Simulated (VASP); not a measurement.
# Pb (Fd-3m) in VASP: further runs

The runs below take Pb through equation of state, with PBEsol.

Program: VASP 6.6.1. These are calculated values, not measurements. Logs are shortened: lines on timing, memory, paths and dates and some standing lists are left out, and cuts for length are marked.

## Step 1: The structure

Symmetry: Fd-3m, No. 227, cubic system. The conventional cell has a = 6.914 Å, b = 6.914 Å, c = 6.914 Å, α = 90.00°, β = 90.00°, γ = 90.00°. Pb (site symmetry -43m) is surrounded by 4 Pb at 2.99 Å.

This isn't the form of Pb at room conditions, which is fcc.

## Step 2: Equation of state, PBEsol, 39.66 Å³/atom (a relaxed cell with its volume scaled by 0.96)

The input, INCAR:

```
SYSTEM = Pb
PREC = Accurate
ENCUT = 520
EDIFF = 1E-6
ISMEAR = -1
SIGMA = 0.05
LREAL = .False.
LASPH = .True.
NELM = 80
ALGO = Fast
ISIF = 2
LWAVE = .False.
LCHARG = .False.
GGA = PS
```

The input, KPOINTS:

```
regular mesh
0
Gamma
  6 6 6
  0 0 0
```

The input, POSCAR:

```
Pb                                      
1.0
   -0.0000000000      3.4102885630      3.4102885630
    3.4102885630     -0.0000000000      3.4102885630
    3.4102885630      3.4102885630      0.0000000000
  Pb            
     2
Direct
     0.2500000000000000    0.2500000000000000    0.2500000000000000
     0.0000000000000000    0.0000000000000000    0.0000000000000000
```

Potentials or basis: VASP PAW PBE potentials, release 64 (Pb_d).

Command:

```console
> cat potpaw_PBE.64/Pb_d/POTCAR > POTCAR
> mpirun -np 1 vasp_std > vasp.out
```

OUTCAR:

```text
SYSTEM = Pb
   PREC = Accurate
   ENCUT = 520
   EDIFF = 1E-6
   ISMEAR = -1
   LREAL = .False.
   LASPH = .True.
   NELM = 80
   ISIF = 2
   GGA = PS

 ion  position               nearest neighbor table
   1  0.250  0.250  0.250-   2 2.95   2 2.95   2 2.95   2 2.95
   2  0.000  0.000  0.000-   1 2.95   1 2.95   1 2.95   1 2.95

  LATTYP: Found a face centered cubic cell.
 ALAT       =     6.8205771260

  Lattice vectors:

 A1 = (   0.0000000000,   3.4102885630,   3.4102885630)
 A2 = (   3.4102885630,   0.0000000000,   3.4102885630)
 A3 = (   3.4102885630,   3.4102885630,   0.0000000000)

Analysis of symmetry for initial positions (statically):
=====================================================================
 Subroutine PRICEL returns:
 Original cell was already a primitive cell.

 Routine SETGRP: Setting up the symmetry group for a
 face centered cubic supercell.

 Subroutine GETGRP returns: Found 48 space group operations
 (whereof 24 operations were pure point group operations)
 out of a pool of 48 trial point group operations.

The static configuration has the point symmetry T_d .
 The point group associated with its full space group is O_h .

Analysis of symmetry for dynamics (positions and initial velocities):
=====================================================================
 Subroutine PRICEL returns:
 Original cell was already a primitive cell.

 Routine SETGRP: Setting up the symmetry group for a
 face centered cubic supercell.

 Subroutine GETGRP returns: Found 48 space group operations
 (whereof 24 operations were pure point group operations)
 out of a pool of 48 trial point group operations.

The dynamic configuration has the point symmetry T_d .
 The point group associated with its full space group is O_h .

 Subroutine INISYM returns: Found 48 space group operations
 (whereof 24 operations are pure point group operations),
 and found     1 'primitive' translations

----------------------------------------------------------------------------------------

                                     Primitive cell

  volume of cell :      79.3238

  direct lattice vectors                    reciprocal lattice vectors
     0.000000000  3.410288563  3.410288563    -0.146615159  0.146615159  0.146615159
     3.410288563  0.000000000  3.410288563     0.146615159 -0.146615159  0.146615159
     3.410288563  3.410288563  0.000000000     0.146615159  0.146615159 -0.146615159

  length of vectors
     4.822876337  4.822876337  4.822876337     0.253944905  0.253944905  0.253944905

[... 70 lines left out ...]
   NELM   =     80;   NELMIN=  2; NELMDL= -5     # of ELM steps
   EDIFF  = 0.1E-05   stopping-criterion for ELM
   LREAL  =      F    real-space projection
   EDIFFG = 0.1E-04   stopping-criterion for IOM
   NSW    =      0    number of steps for IOM
   IBRION =     -1    ionic relax: 0-MD 1-quasi-New 2-CG
   NFREE  =      0    steps in history (QN), initial steepest desc. (CG)
   ISIF   =      2    stress and relaxation
   ISYM   =      2    0-nonsym 1-usesym 2-fastsym
   POTIM  = 0.5000    time-step for ionic-motion
   TEBEG  =    0.0;   TEEND  =   0.0 temperature during run
   PSTRESS=    0.0 pullay stress
   NELECT =      28.0000    total number of electrons
   NUPDOWN=      -1.0000    fix difference up-down
   EMIN   =  10.00;   EMAX   =-10.00  energy-range for DOS
   EFERMI =   0.00;   METHOD = LEGACY
   ISMEAR =    -1;   SIGMA  =   0.05  broadening in eV -4-tet -1-fermi 0-gaus
   EFERMI_NEDOS =   21; number of points for ismear=-14 and -15
   IALGO  =     68    algorithm
   IMIX   =      4    mixing-type and parameters
     AMIX     =   0.40;   BMIX     =  1.00
     AMIX_MAG =   1.60;   BMIX_MAG =  1.00
  volume/ion in A,a.u.               =      39.66       267.65
  Fermi-wavevector in a.u.,A,eV,Ry     =   1.156981  2.186378 18.212840  1.338606
  Thomas-Fermi vector in A             =   2.293597
   LORBIT       =      0    0 simple, 1 ext, 2 COOP (PROOUT), +10 PAW based schemes
   GGA     = PS    functional components
   LHFCALC =     F    Hartree Fock is set to
   AEXX    =    0.0000 exact exchange contribution
   IVDW    =     0    specifies the selected vdW correction
   LEPSILON=     F    determine dielectric tensor
   LRPA    =     F    only Hartree local field effects (RPA)
 non-spin polarized calculation
 RMM-DIIS sequential band-by-band and
  energy-cutoff  :      520.00
  volume of cell :       79.32
 maximum number of plane-waves:      2158
   NGX = 17   NGY = 17   NGZ = 17

 number of electron      28.0000009 magnetization

 Free energy of the ion-electron system (eV)
  ---------------------------------------------------
  ext. energy  EPLUGINS =         0.00000000
  ---------------------------------------------------
  free energy    TOTEN  =        -7.32531892 eV

  energy without entropy =       -7.31707975  energy(sigma->0) =       -7.32119934

 E-fermi :   4.3113     XC(G=0):  -8.7263

 val. band max:        4.3086189033   @ k =   0.1667   0.0000   0.0000
 cond. band min:       4.3800955977   @ k =   0.1667   0.0000   0.0000
 fundamental gap:      0.0714766944
 Fermi energy:         4.3113336895

 k-point     1 :       0.0000    0.0000    0.0000
  band No.  band energies     occupation
      1     -12.7846      2.00000
      2     -12.7846      2.00000
      3     -12.7846      2.00000
      4     -12.7021      2.00000
      5     -12.7021      2.00000
      6     -12.2412      2.00000
[... 313 lines left out ...]
      5     -12.4629      2.00000
      6     -12.4629      2.00000
[... 10 lines left out ...]
     17       9.5601      0.00000
     18       9.5601      0.00000

------------------------ aborting loop because EDIFF is reached ----------------------------------------

  FORCE on cell =-STRESS in cart. coord.  units (eV):
  Direction    XX          YY          ZZ          XY          YZ          ZX
  --------------------------------------------------------------------------------------
  -------------------------------------------------------------------------------------
  Total        0.6849223      0.6849223      0.6849223     -0.0000000     -0.0000000      0.0000000
  in kB       13.8340226     13.8340226     13.8340226     -0.0000000     -0.0000000      0.0000000
  external PRESSURE =      13.8340226 kB  Pullay stress =       0.0000000 kB

 VOLUME and BASIS-vectors are now :
 -----------------------------------------------------------------------------
  energy-cutoff  :      520.00
  volume of cell :       79.32
      direct lattice vectors                 reciprocal lattice vectors
     0.000000000  3.410288563  3.410288563    -0.146615159  0.146615159  0.146615159
     3.410288563  0.000000000  3.410288563     0.146615159 -0.146615159  0.146615159
     3.410288563  3.410288563  0.000000000     0.146615159  0.146615159 -0.146615159

 POSITION                                       TOTAL-FORCE (eV/Angst)
 -----------------------------------------------------------------------------------
      1.70514      1.70514      1.70514        -0.000000      0.000000     -0.000000
      0.00000      0.00000      0.00000         0.000000     -0.000000      0.000000
 -----------------------------------------------------------------------------------
    total drift:                                0.000000      0.000000      0.000000

  FREE ENERGIE OF THE ION-ELECTRON SYSTEM (eV)
  ---------------------------------------------------
  free  energy   TOTEN  =        -7.3253189221 eV

  energy  without entropy=       -7.3170797485  energy(sigma->0) =       -7.32119934
```

OSZICAR:

```text
N       E                     dE             d eps       ncg     rms          rms(c)
DAV:   1     0.283656214638E+03    0.28366E+03   -0.14240E+04   576   0.172E+03
DAV:   2     0.125821098958E+02   -0.27107E+03   -0.26846E+03   576   0.425E+02
DAV:   3    -0.682127241932E+01   -0.19403E+02   -0.19242E+02   738   0.144E+02
DAV:   4    -0.735293758005E+01   -0.53167E+00   -0.53082E+00   636   0.303E+01
DAV:   5    -0.738016916060E+01   -0.27232E-01   -0.27230E-01   766   0.587E+00    0.162E+00
RMM:   6    -0.734085651838E+01    0.39313E-01   -0.32159E-02   664   0.281E+00    0.918E-01
RMM:   7    -0.732376611857E+01    0.17090E-01   -0.44201E-02   642   0.276E+00    0.161E-01
RMM:   8    -0.732476501367E+01   -0.99890E-03   -0.12076E-02   709   0.152E+00    0.495E-02
RMM:   9    -0.732526484321E+01   -0.49983E-03   -0.43991E-03   753   0.750E-01    0.552E-02
RMM:  10    -0.732526024947E+01    0.45937E-05   -0.11840E-03   684   0.558E-01    0.242E-02
RMM:  11    -0.732531450647E+01   -0.54257E-04   -0.69074E-04   901   0.269E-01    0.108E-02
RMM:  12    -0.732531852285E+01   -0.40164E-05   -0.51293E-05   768   0.686E-02    0.837E-03
RMM:  13    -0.732531892212E+01   -0.39926E-06   -0.93035E-06   645   0.374E-02
   1 F= -.73253189E+01 E0= -.73211993E+01  d E =-.823917E-02
```

stdout:

```text
POSCAR found type information on POSCAR Pb
 POSCAR found :  1 types and       2 ions
 scaLAPACK will be used
 -----------------------------------------------------------------------------
|                                                                             |
|                                                                             |
|     You enforced a specific xc type in the INCAR file but a different       |
|     I HOPE YOU KNOW WHAT YOU ARE DOING!                                     |
|                                                                             |
 -----------------------------------------------------------------------------

 LDA part: xc-table for (Slater+PW92), standard interpolation
 POSCAR, INCAR and KPOINTS ok, starting setup
 FFT: planning ... GRIDC
 FFT: planning ... GRID_SOFT
 FFT: planning ... GRID
 WAVECAR not read
 entering main loop
```

Run time: 16 s. Hardware: 1 thread of Intel Xeon Platinum 8488C (Sapphire Rapids), shared host; peak memory 0.2 GiB.

Results:

```
Free energy            : -7.3253 eV
Pressure               : 1.4 GPa
Band gap on the k mesh : none (metal or under the smearing width)
```

Caveat: the PAW data sets were made with another functional, which shifts forces and pressure a little.

## Step 3: Equation of state, PBEsol, 40.49 Å³/atom (a relaxed cell with its volume scaled by 0.98)

INCAR is that of step 2.

KPOINTS is that of step 2.

The input, POSCAR:

```
Pb                                      
1.0
   -0.0000000000      3.4338085377      3.4338085377
    3.4338085377     -0.0000000000      3.4338085377
    3.4338085377      3.4338085377      0.0000000000
  Pb            
     2
Direct
     0.2500000000000000    0.2500000000000000    0.2500000000000000
     0.0000000000000000    0.0000000000000000    0.0000000000000000
```

Potentials or basis: VASP PAW PBE potentials, release 64 (Pb_d).

Command:

```console
> cat potpaw_PBE.64/Pb_d/POTCAR > POTCAR
> mpirun -np 1 vasp_std > vasp.out
```

It took 18 s on 1 thread of Intel Xeon Platinum 8488C (Sapphire Rapids), shared host; peak memory 0.2 GiB.

The run converged. Its results:

```
Free energy            : -7.3361 eV
Pressure               : 0.6 GPa
Band gap on the k mesh : none (metal or under the smearing width)
```

Caveat: the PAW data sets were made with another functional, which shifts forces and pressure a little.

## Step 4: Equation of state, PBEsol, 41.31 Å³/atom

INCAR is that of step 3.

KPOINTS is that of step 3.

The input, POSCAR:

```
Pb                                      
1.0
   -0.0000000000      3.4570106506      3.4570106506
    3.4570106506     -0.0000000000      3.4570106506
    3.4570106506      3.4570106506      0.0000000000
  Pb            
     2
Direct
     0.2500000000000000    0.2500000000000000    0.2500000000000000
     0.0000000000000000    0.0000000000000000    0.0000000000000000
```

Command:

```console
> cat potpaw_PBE.64/Pb_d/POTCAR > POTCAR
> mpirun -np 1 vasp_std > vasp.out
```

It took 18 s on 1 thread of Intel Xeon Platinum 8488C (Sapphire Rapids), shared host; peak memory 0.2 GiB.

Results (log left out):

```
Free energy            : -7.3398 eV
Pressure               : 0.0 GPa
Band gap on the k mesh : none (metal or under the smearing width)
```

Caveat: the PAW data sets were made with another functional, which shifts forces and pressure a little.

## Step 5: Equation of state, PBEsol, 42.14 Å³/atom (a relaxed cell with its volume scaled by 1.02)

INCAR is that of step 4.

KPOINTS is that of step 4.

The input, POSCAR:

```
Pb                                      
1.0
   -0.0000000000      3.4799054280      3.4799054280
    3.4799054280     -0.0000000000      3.4799054280
    3.4799054280      3.4799054280      0.0000000000
  Pb            
     2
Direct
     0.2500000000000000    0.2500000000000000    0.2500000000000000
     0.0000000000000000    0.0000000000000000    0.0000000000000000
```

Command:

```console
> cat potpaw_PBE.64/Pb_d/POTCAR > POTCAR
> mpirun -np 1 vasp_std > vasp.out
```

Wall time 26 s (1 thread of Intel Xeon Platinum 8488C (Sapphire Rapids), shared host); peak memory 0.23 GiB.

The run converged. Its results:

```
Free energy            : -7.3372 eV
Pressure               : -0.6 GPa
Band gap on the k mesh : none (metal or under the smearing width)
```

Caveat: the PAW data sets were made with another functional, which shifts forces and pressure a little.

## Step 6: Equation of state, PBEsol, 42.97 Å³/atom (a relaxed cell with its volume scaled by 1.04)

INCAR is that of step 5.

KPOINTS is that of step 5.

The input, POSCAR:

```
Pb                                      
1.0
   -0.0000000000      3.5025028497      3.5025028497
    3.5025028497     -0.0000000000      3.5025028497
    3.5025028497      3.5025028497      0.0000000000
  Pb            
     2
Direct
     0.2500000000000000    0.2500000000000000    0.2500000000000000
     0.0000000000000000    0.0000000000000000    0.0000000000000000
```

Potentials or basis: VASP PAW PBE potentials, release 64 (Pb_d).

Command:

```console
> cat potpaw_PBE.64/Pb_d/POTCAR > POTCAR
> mpirun -np 1 vasp_std > vasp.out
```

It took 24 s on 1 thread of Intel Xeon Platinum 8488C (Sapphire Rapids), shared host; peak memory 0.23 GiB.

It converged, with:

| Property | Result |
| --- | --- |
| Free energy | -7.3290 eV |
| Pressure | -1.1 GPa |
| Band gap on the k mesh | none (metal or under the smearing width) |

Caveat: the PAW data sets were made with another functional, which shifts forces and pressure a little.

## Step 7: Equation of state, PBEsol

Potentials or basis: VASP PAW PBE potentials, release 64 (Pb_d).

This step only gathers the single runs of the series.

Results:

```yaml
Equilibrium_volume: 41.37 Å³/atom
Bulk_modulus: 30 GPa
Pressure_derivative_of_the_bulk_modulus: "5.0 (rough: it moves with the points fitted)"
```

Energy against volume, from the lowest point:
| volume (Å³/atom) | energy (meV/atom) |
| --- | --- |
| 39.662 | 7.25 |
| 40.488 | 1.85 |
| 41.314 | 0.00 |
| 42.141 | 1.30 |
| 42.967 | 5.39 |

Caveat: the PAW data sets were made with another functional, which shifts forces and pressure a little.
